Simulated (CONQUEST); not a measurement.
# ZnS: equation of state with PBEsol

**Measured values to compare with.**

“Electronic, vibrational, and thermodynamic properties of ZnS (zincblende and rocksalt structure)”, 2009, arxiv:0911.5022 quotes, for a bulk crystal of ZnS: bulk modulus 76.9 GPa.

ZnS:

```xyz
4
Lattice="3.8212 0.0000 0.0000 0.0000 3.8212 0.0000 0.0000 0.0000 5.4040" Properties=species:S:1:pos:R:3 pbc="T T T"
Zn    0.0000    1.9106    1.3510
Zn    1.9106    0.0000    4.0530
S     0.0000    0.0000    0.0000
S     1.9106    1.9106    2.7020
```

```json
{
 "Program": "CONQUEST 1.3",
 "Task": "equation of state",
 "Functional": "PBEsol",
 "Potentials or basis": "PseudoDojo NC PBEsol, DZP, grid of 36 × 36 × 60 points",
 "k mesh": "7 × 7 × 5",
 "Occupations": "fermi-dirac, width 0.05 eV",
 "Spin": "no spin polarisation",
 "Solver": "diagonalisation",
 "SCF tolerance": "1e-06"
}
```

```json
{"Equilibrium volume": "19.86 Å³/atom", "Bulk modulus": "74 GPa", "Pressure derivative of the bulk modulus": "2.8 (rough: it moves with the points fitted)"}
```

Energy against volume, from the lowest point:
| volume (Å³/atom) | energy (meV/atom) |
| --- | --- |
| 18.543 | 21.90 |
| 18.938 | 10.46 |
| 19.332 | 3.28 |
| 19.727 | 0.00 |
| 20.121 | 0.69 |
| 20.516 | 4.89 |
| 20.910 | 11.99 |

All runs of the series together: 2.7 min on 1 thread of Intel(R) Xeon(R) 6975P-C (Granite Rapids) (shared host).

Against the measured bulk modulus of ZnS, 76.9 GPa (quoted in “Electronic, vibrational, and thermodynamic properties of ZnS (zincblende and rocksalt structure)”, 2009, arxiv:0911.5022), the calculated 74 GPa is off by -3.3 %. The fit is for a static lattice scaled at fixed shape and fixed fractional positions.

Caveat: the DZP basis gives volumes some 2 % larger than converged bases do, and moduli off by several per cent; the basis of atomic orbitals isn't converged, which shifts pressures, moduli and gaps.
